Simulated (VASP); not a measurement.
# GaSe in VASP: notebook, part 2 of 2

VASP 6.6.1. The steps go on from the part before.

**4. Single point, PBE**

This run uses another cell than the first one, of 31.02 Å³/atom, 0.939 times its volume.

The input, INCAR:

```
SYSTEM = GaSe
  PREC = Accurate
  ENCUT = 460
  EDIFF = 1E-7
  ISMEAR = 0
  SIGMA = 0.05
  LREAL = .False.
  LASPH = .True.
  NELM = 120
  ALGO = Normal
  ISIF = 2
  LWAVE = .False.
  LCHARG = .False.
  LDIPOL = .True.
  IDIPOL = 3
  DIPOL = 0.5 0.5 0.500
  GGA = PE
  NBANDS = 77
  LVHAR = .True.
  LVACPOTAV = .True.
```

The input, KPOINTS:

```
regular mesh
0
Gamma
  5 5 1
  0 0 0
```

The input, POSCAR:

```
GaSe
1.0
    3.7420012726      0.0000000000      0.0000000000
   -1.8710006363      3.2406681631      0.0000000000
    0.0000000000      0.0000000000     30.6947000000
Se Ga
6 6
Direct
    0.6666666667      0.3333333334      0.1628945714
    0.6666666667      0.3333333334      0.3184816923
    0.3333333333      0.6666666666      0.4222064395
    0.3333333333      0.6666666666      0.5777935605
    0.6666666667      0.3333333334      0.6815183077
    0.6666666667      0.3333333334      0.8371054286
    0.3333333333      0.6666666666      0.2028285991
    0.3333333333      0.6666666666      0.2785476646
    0.6666666667      0.3333333334      0.4621404672
    0.6666666667      0.3333333334      0.5378595328
    0.3333333333      0.6666666666      0.7214523354
    0.3333333333      0.6666666666      0.7971714009
```

Potentials or basis: VASP PAW PBE potentials, release 64 (Se, Ga_d).

Started as:

```bash
$ cat potpaw_PBE.64/Se/POTCAR potpaw_PBE.64/Ga_d/POTCAR > POTCAR
$ mpirun -np 1 vasp_std > vasp.out
```

OUTCAR:

```text
SYSTEM = GaSe
   PREC = Accurate
   ENCUT = 460
   EDIFF = 1E-7
   ISMEAR = 0
   LREAL = .False.
   LASPH = .True.
   NELM = 120
   ISIF = 2
   GGA = PE

 Found      5 irreducible k-points:

 Following reciprocal coordinates:
            Coordinates               Weight
  0.000000  0.000000  0.000000      1.000000
  0.200000  0.000000  0.000000      6.000000
  0.400000 -0.000000  0.000000      6.000000
  0.200000  0.200000  0.000000      6.000000
  0.400000  0.200000  0.000000      6.000000
   k-points           NKPTS =      5   k-points in BZ     NKDIM =      5   number of bands    NBANDS=     77
   number of dos      NEDOS =    301   number of ions     NIONS =     12
   total plane-waves  NPLWV = 169344
   dimension x,y,z NGX =    28 NGY =   28 NGZ =  216
   dimension x,y,z NGXF=    56 NGYF=   56 NGZF=  432
   ions per type =               6   6
   NGX,Y,Z   is equivalent  to a cutoff of  12.44, 12.44, 11.70 a.u.
   NGXF,Y,Z  is equivalent  to a cutoff of  24.88, 24.88, 23.40 a.u.
 SYSTEM =  GaSe
[... 428 lines left out ...]
     69       6.5662      0.00000
 [bands above 69 left out]

------------------------ aborting loop because EDIFF is reached ----------------------------------------

  FORCE on cell =-STRESS in cart. coord.  units (eV):
  Direction    XX          YY          ZZ          XY          YZ          ZX
  --------------------------------------------------------------------------------------
  -------------------------------------------------------------------------------------
  Total        4.0257496      4.0257496      8.2320496      0.0000000      0.0000000     -0.0000000
  in kB       17.3282797     17.3282797     35.4337140      0.0000000      0.0000000     -0.0000000
  external PRESSURE =      23.3634245 kB  Pullay stress =       0.0000000 kB

 VOLUME and BASIS-vectors are now :
 -----------------------------------------------------------------------------
  energy-cutoff  :      460.00
  volume of cell :      372.22
      direct lattice vectors                 reciprocal lattice vectors
     3.742001273  0.000000000  0.000000000     0.267236681  0.154289170  0.000000000
    -1.871000636  3.240668163  0.000000000     0.000000000  0.308578339  0.000000000
     0.000000000  0.000000000 30.694700000     0.000000000  0.000000000  0.032578914

 POSITION                                       TOTAL-FORCE (eV/Angst)
 -----------------------------------------------------------------------------------
      1.87100      1.08022      5.00000         0.000000      0.000000      0.118230
      1.87100      1.08022      9.77570         0.000000     -0.000000     -0.231570
     -0.00000      2.16045     12.95950         0.000000      0.000000      0.233469
     -0.00000      2.16045     17.73520         0.000000      0.000000     -0.233469
      1.87100      1.08022     20.91900         0.000000     -0.000000      0.231570
      1.87100      1.08022     25.69470         0.000000      0.000000     -0.118230
     -0.00000      2.16045      6.22576        -0.000000      0.000000     -1.270737
     -0.00000      2.16045      8.54994        -0.000000     -0.000000      1.229435
      1.87100      1.08022     14.18526        -0.000000     -0.000000     -1.234519
      1.87100      1.08022     16.50944        -0.000000      0.000000      1.234519
     -0.00000      2.16045     22.14476         0.000000     -0.000000     -1.229435
     -0.00000      2.16045     24.46894        -0.000000      0.000000      1.270737
 -----------------------------------------------------------------------------------
    total drift:                                0.000003     -0.000001      0.000000

  FREE ENERGIE OF THE ION-ELECTRON SYSTEM (eV)
  ---------------------------------------------------
  free  energy   TOTEN  =       -45.0140864777 eV

  energy  without entropy=      -45.0140864777  energy(sigma->0) =      -45.01408648

 vacuum level on the upper side and lower side of the slab         6.634         6.634
```

OSZICAR:

```text
N       E                     dE             d eps       ncg     rms          rms(c)
DAV:   1     0.111470792270E+04    0.11147E+04   -0.45989E+04   873   0.176E+03
DAV:   2     0.173269156886E+03   -0.94144E+03   -0.88094E+03   842   0.524E+02
DAV:   3    -0.265811228028E+02   -0.19985E+03   -0.19090E+03   948   0.175E+02
[... 13 lines left out ...]
DAV:  17    -0.450140760795E+02   -0.33039E-04   -0.50060E-06   951   0.129E-02    0.180E-03
DAV:  18    -0.450140806872E+02   -0.46077E-05   -0.57675E-07   868   0.654E-03    0.155E-03
DAV:  19    -0.450140845561E+02   -0.38689E-05   -0.30505E-07   631   0.658E-03    0.646E-04
DAV:  20    -0.450140864742E+02   -0.19181E-05   -0.25437E-07   639   0.448E-03    0.267E-04
DAV:  21    -0.450140864777E+02   -0.34852E-08   -0.26556E-08   652   0.136E-03
   1 F= -.45014086E+02 E0= -.45014086E+02  d E =-.828286E-12
```

stdout:

```text
POSCAR found type information on POSCAR SeGa
 POSCAR found :  2 types and      12 ions
 scaLAPACK will be used
 LDA part: xc-table for (Slater+PW92), standard interpolation
 POSCAR, INCAR and KPOINTS ok, starting setup
 FFT: planning ... GRIDC
 FFT: planning ... GRID_SOFT
 FFT: planning ... GRID
 WAVECAR not read
 entering main loop
 -----------------------------------------------------------------------------
|                                                                             |
|           W    W    AA    RRRRR   N    N  II  N    N   GGGG   !!!           |
|           W    W   A  A   R    R  NN   N  II  NN   N  G    G  !!!           |
|           W    W  A    A  R    R  N N  N  II  N N  N  G       !!!           |
|           W WW W  AAAAAA  RRRRR   N  N N  II  N  N N  G  GGG   !            |
|           WW  WW  A    A  R   R   N   NN  II  N   NN  G    G                |
|           W    W  A    A  R    R  N    N  II  N    N   GGGG   !!!           |
|                                                                             |
|     Did not find any points to average over, which means that no vacuum     |
|     field-free region was found. Please increase the size of  your cell     |
|     in the dimension of the dipole correction to obtain accurate            |
|     workfunction values.                                                    |
|                                                                             |
 -----------------------------------------------------------------------------
```

Wall time 2.1 min (1 thread of Intel Xeon 6975P-C (Granite Rapids), shared host); peak memory 0.42 GiB.

These settings aren't checked as converged: the numbers below hold their error.

What came out:

```
Free energy                            : -45.0141 eV
Largest force                          : 1.271 eV/Å
Band gap on the k mesh                 : 1.63 eV, direct
Ionisation potential of the upper face : 5.42 eV
```

**5. Single point, PBE**

INCAR is that of step 4.

KPOINTS is that of step 4.

The input, POSCAR:

```
GaSe
1.0
    3.7420012726      0.0000000000      0.0000000000
   -1.8710006363      3.2406681631      0.0000000000
    0.0000000000      0.0000000000     32.6947000000
Se Ga
6 6
Direct
    0.6666666667      0.3333333334      0.1835159827
    0.6666666667      0.3333333334      0.3295855292
    0.3333333333      0.6666666666      0.4269652268
    0.3333333333      0.6666666666      0.5730347732
    0.6666666667      0.3333333334      0.6704144708
    0.6666666667      0.3333333334      0.8164840173
    0.3333333333      0.6666666666      0.2210071663
    0.3333333333      0.6666666666      0.2920943456
    0.6666666667      0.3333333334      0.4644564104
    0.6666666667      0.3333333334      0.5355435896
    0.3333333333      0.6666666666      0.7079056544
    0.3333333333      0.6666666666      0.7789928337
```

Potentials or basis: VASP PAW PBE potentials, release 64 (Se, Ga_d).

Started as:

```bash
$ cat potpaw_PBE.64/Se/POTCAR potpaw_PBE.64/Ga_d/POTCAR > POTCAR
$ mpirun -np 1 vasp_std > vasp.out
```

OUTCAR:

```text
SYSTEM = GaSe
   PREC = Accurate
   ENCUT = 460
   EDIFF = 1E-7
   ISMEAR = 0
   LREAL = .False.
   LASPH = .True.
   NELM = 120
   ISIF = 2
   GGA = PE

 Found      5 irreducible k-points:

 Following reciprocal coordinates:
            Coordinates               Weight
  0.000000  0.000000  0.000000      1.000000
  0.200000  0.000000  0.000000      6.000000
  0.400000  0.000000  0.000000      6.000000
  0.200000  0.200000  0.000000      6.000000
  0.400000  0.200000  0.000000      6.000000
   k-points           NKPTS =      5   k-points in BZ     NKDIM =      5   number of bands    NBANDS=     77
   number of dos      NEDOS =    301   number of ions     NIONS =     12
   total plane-waves  NPLWV = 188160
   dimension x,y,z NGX =    28 NGY =   28 NGZ =  240
   dimension x,y,z NGXF=    56 NGYF=   56 NGZF=  480
   ions per type =               6   6
   NGX,Y,Z   is equivalent  to a cutoff of  12.44, 12.44, 12.20 a.u.
   NGXF,Y,Z  is equivalent  to a cutoff of  24.88, 24.88, 24.41 a.u.
 SYSTEM =  GaSe
[... 428 lines left out ...]
     69       6.1602      0.00000
 [bands above 69 left out]

------------------------ aborting loop because EDIFF is reached ----------------------------------------

  FORCE on cell =-STRESS in cart. coord.  units (eV):
  Direction    XX          YY          ZZ          XY          YZ          ZX
  --------------------------------------------------------------------------------------
  -------------------------------------------------------------------------------------
  Total        4.0309968      4.0309968      8.2350540      0.0000000      0.0000000      0.0000000
  in kB       16.2894786     16.2894786     33.2783038      0.0000000      0.0000000      0.0000000
  external PRESSURE =      21.9524203 kB  Pullay stress =       0.0000000 kB

 VOLUME and BASIS-vectors are now :
 -----------------------------------------------------------------------------
  energy-cutoff  :      460.00
  volume of cell :      396.48
      direct lattice vectors                 reciprocal lattice vectors
     3.742001273  0.000000000  0.000000000     0.267236681  0.154289170  0.000000000
    -1.871000636  3.240668163  0.000000000     0.000000000  0.308578339  0.000000000
     0.000000000  0.000000000 32.694700000     0.000000000  0.000000000  0.030585997

 POSITION                                       TOTAL-FORCE (eV/Angst)
 -----------------------------------------------------------------------------------
      1.87100      1.08022      6.00000         0.000000     -0.000000      0.118000
      1.87100      1.08022     10.77570         0.000000      0.000000     -0.231715
     -0.00000      2.16045     13.95950         0.000000      0.000000      0.233515
     -0.00000      2.16045     18.73520         0.000000      0.000000     -0.233515
      1.87100      1.08022     21.91900         0.000000      0.000000      0.231715
      1.87100      1.08022     26.69470         0.000000      0.000000     -0.118000
     -0.00000      2.16045      7.22576         0.000000      0.000000     -1.271178
     -0.00000      2.16045      9.54994        -0.000000      0.000000      1.228819
      1.87100      1.08022     15.18526        -0.000000      0.000000     -1.234451
      1.87100      1.08022     17.50944        -0.000000      0.000000      1.234451
     -0.00000      2.16045     23.14476         0.000000      0.000000     -1.228819
     -0.00000      2.16045     25.46894         0.000000     -0.000000      1.271178
 -----------------------------------------------------------------------------------
    total drift:                                0.000002     -0.000001      0.000000

  FREE ENERGIE OF THE ION-ELECTRON SYSTEM (eV)
  ---------------------------------------------------
  free  energy   TOTEN  =       -45.0142938659 eV

  energy  without entropy=      -45.0142938659  energy(sigma->0) =      -45.01429387

 vacuum level on the upper side and lower side of the slab         6.232         6.232
```

OSZICAR:

```text
N       E                     dE             d eps       ncg     rms          rms(c)
DAV:   1     0.110014925579E+04    0.11001E+04   -0.45936E+04   884   0.173E+03
DAV:   2     0.168242328689E+03   -0.93191E+03   -0.87066E+03   842   0.513E+02
DAV:   3    -0.271882020994E+02   -0.19543E+03   -0.18840E+03   948   0.172E+02
[... 16 lines left out ...]
DAV:  20    -0.450142916191E+02   -0.78897E-05   -0.22566E-07   610   0.302E-03    0.255E-04
DAV:  21    -0.450142932756E+02   -0.16566E-05   -0.54478E-08   628   0.263E-03    0.178E-04
DAV:  22    -0.450142937593E+02   -0.48371E-06   -0.28201E-08   602   0.170E-03    0.135E-04
DAV:  23    -0.450142938630E+02   -0.10362E-06   -0.17010E-08   604   0.631E-04    0.764E-05
DAV:  24    -0.450142938659E+02   -0.29067E-08   -0.53484E-09   543   0.607E-04
   1 F= -.45014294E+02 E0= -.45014294E+02  d E =-.909837E-14
```

stdout:

```text
POSCAR found type information on POSCAR SeGa
 POSCAR found :  2 types and      12 ions
 scaLAPACK will be used
 LDA part: xc-table for (Slater+PW92), standard interpolation
 POSCAR, INCAR and KPOINTS ok, starting setup
 FFT: planning ... GRIDC
 FFT: planning ... GRID_SOFT
 FFT: planning ... GRID
 WAVECAR not read
 entering main loop
 -----------------------------------------------------------------------------
|                                                                             |
|           W    W    AA    RRRRR   N    N  II  N    N   GGGG   !!!           |
|           W    W   A  A   R    R  NN   N  II  NN   N  G    G  !!!           |
|           W    W  A    A  R    R  N N  N  II  N N  N  G       !!!           |
|           W WW W  AAAAAA  RRRRR   N  N N  II  N  N N  G  GGG   !            |
|           WW  WW  A    A  R   R   N   NN  II  N   NN  G    G                |
|           W    W  A    A  R    R  N    N  II  N    N   GGGG   !!!           |
|                                                                             |
|     Did not find any points to average over, which means that no vacuum     |
|     field-free region was found. Please increase the size of  your cell     |
|     in the dimension of the dipole correction to obtain accurate            |
|     workfunction values.                                                    |
|                                                                             |
 -----------------------------------------------------------------------------
```

It took 2.6 min on 1 thread of Intel Xeon 6975P-C (Granite Rapids), shared host; peak memory 0.45 GiB.

The run converged, but some of its settings lie outside the range that counts as converged, so its numbers aren't taken as properties of the slab.

What came out:

| Item | Value |
| --- | --- |
| Free energy | -45.0143 eV |
| Largest force | 1.271 eV/Å |
| Band gap on the k mesh | 1.63 eV, direct |
| Ionisation potential of the upper face | 5.43 eV |
